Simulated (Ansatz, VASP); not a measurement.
Ir: VASP beside Ansatz

```
CELL_PARAMETERS angstrom
2.83392 0.00000 0.00000
-1.41696 2.45425 0.00000
0.00000 0.00000 4.46229
ATOMIC_POSITIONS crystal
Ir 0.66667 0.33333 0.75000
Ir 0.33333 0.66667 0.25000
```

Change from the starting cell: strain +0.030 along x and y, +0.000 along z, atoms carried along.

Alike in both runs: task single point; functional PBEsol; k mesh 18 × 18 × 12; occupations gaussian, width 0.15 eV; no spin polarisation.

```csv
,VASP,Ansatz
version,VASP 6.6.1,Ansatz 0.2.0
potentials or method,"VASP PAW PBE potentials, release 64 (Ir)","scalar-relativistic, plane waves, PAW"
plane-wave cutoff (eV),520,420
valence electrons in the cell,18,34
```

Ansatz gave:

* gap on the k mesh at the Fermi level (eV): none
* pressure (GPa): -28.1
* largest component of the traceless stress (GPa): 4.54

**Question.** Estimate VASP's values.

**Answer.** gap on the k mesh at the Fermi level (eV): none; pressure (GPa): -27.6; largest component of the traceless stress (GPa): 4.56.

A gap of «none» marks a metal or a gap that the smearing closes. The two sets of potentials don't hold the same shells in valence.

Caveats: so large a pressure means that the cell lies far from this level's equilibrium, or that cutoff or potentials fall short (VASP); the potentials were made for another functional, which shifts forces and pressure (VASP). The runs have no spin-orbit coupling, so splittings on Ir are missing.
